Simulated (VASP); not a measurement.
A run of VASP 6.6.1 is set up as follows.

The input INCAR:

```
  PREC = Accurate
  ENCUT = 600
  EDIFF = 1E-7
  ISMEAR = 1
  SIGMA = 0.1
  LREAL = False
  LASPH = True
  NELM = 80
  ALGO = Normal
  ISIF = 3
  LWAVE = False
  LCHARG = False
  GGA = PS
  IBRION = 2
  NSW = 90
  EDIFFG = -0.005
```

File KPOINTS:

```
regular mesh
0
Gamma
  16 16 16
```

POSCAR

```
W                                       
1.0
   -1.5776893475      1.5776893475      1.5776893475
    1.5776893475     -1.5776893475      1.5776893475
    1.5776893475      1.5776893475     -1.5776893475
  W             
     1
Direct
     0.0000000000000000    0.0000000000000000    0.0000000000000000
```

Potentials or basis: VASP PAW PBE potentials, release 64 (W_sv).

Run with:

```console
$ cat potpaw_PBE.64/W_sv/POTCAR > POTCAR
$ mpirun -np 1 vasp_std > vasp.out
```

Task: Estimate the space group after relaxing (to 0.05 Å).

Result: Im-3m (No. 229).

Task: What does it give for the relaxed volume?

Result: 15.71 Å³/atom.

Task: Predict the relaxed cell.

Result: a = 2.732 Å, b = 2.732 Å, c = 2.732 Å, α = 109.47°, β = 109.47°, γ = 109.47°.

Final structure:
```cif
data_structure
_symmetry_space_group_name_H-M 'P 1'
_symmetry_Int_Tables_number 1
_cell_length_a 2.7325
_cell_length_b 2.7325
_cell_length_c 2.7325
_cell_angle_alpha 109.471
_cell_angle_beta 109.471
_cell_angle_gamma 109.471
_cell_volume 15.71
loop_
_atom_site_label
_atom_site_type_symbol
_atom_site_fract_x
_atom_site_fract_y
_atom_site_fract_z
_atom_site_occupancy
W1 W 0.00000 0.00000 0.00000 1
```

Caveat: the PAW data sets were made with another functional, which shifts forces and pressure a little. Spin-orbit coupling is left out, which matters for the levels of W.
